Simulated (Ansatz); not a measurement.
GeO$_{2}$:
```
CELL_PARAMETERS angstrom
      4.48745     0.00000     0.00000
      0.00000     4.48745     0.00000
      0.00000     0.00000     2.90503
ATOMIC_POSITIONS crystal
  Ge 0.00000 0.00000 0.00000
  Ge 0.50000 0.50000 0.50000
  O  0.30714 0.30714 0.00000
  O  0.19286 0.80714 0.50000
  O  0.69286 0.69286 0.00000
  O  0.80714 0.19286 0.50000
```

Relaxed with PBE.

Decompose the optical modes at the zone centre into irreducible representations, and say which are infrared and Raman allowed.

Point group 4/mmm: Γ_opt = A1g + A2g + A2u + B1g + 2B1u + B2g + Eg + 3Eu. Infrared: A2u, Eu. Raman: A1g, B1g, B2g, Eg.

Assign frequencies (DFPT, PBE in the plane-wave PAW code Ansatz; without the LO–TO term).

B1g 152, B1u 197, Eu 272, Eu 331, A2g 429, A2u 473, Eg 489, Eu 598, B1u 605, A1g 647, B2g 787 cm⁻¹.

Subscripts of B labels follow the axes of the standard setting.

Space group P4_2/mnm (rutile). The cell was relaxed with PBE under the symmetry of its start; phonons on a q-mesh show no instability.

Potentials: the later of the program's two PAW sets.
